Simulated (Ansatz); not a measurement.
A (111) slab of relaxed bulk Cu (Fm-3m, 11.96 Å³/atom, gap on the mesh 0.00 eV), 4 planes in a 6×1 cell with the lowest 2 held; added atoms sit on lattice sites of the next plane. A dipole correction is on. The surface energy is the mean of the held and the free face; step energies are per length and the mean of the stripe's two steps, which run along the shortest translation of the plane; step and island energies count from the flat slab and bulk atoms.

Method: Ansatz 0.2.0, DFT PBE, scalar-relativistic, plane waves, PAW.

Cutoff 420 eV, Gaussian smearing of 0.10 eV, energies at zero smearing, symmetry of each start kept, no spin polarisation.

| start | atoms | k mesh | surface energy (J/m²) | gap on the mesh (eV) | step energy (meV/Å) |
| --- | --- | --- | --- | --- | --- |
| flat slab | 24 | 3×18×1 | 1.34 | 0 | - |
| stripe of 2 atoms | 26 | 3×18×1 | - | 0 | 103 |

A dash: not computed, or not clear enough to read.

Small energy differences in metals hang on the k mesh (about 10 mJ/m² or 1 to 2 meV/atom on the mesh of the relaxation).

Cost: 2 runs of about 3.3 core-hours in all, on AMD EPYC (Zen 3) (shared hosts).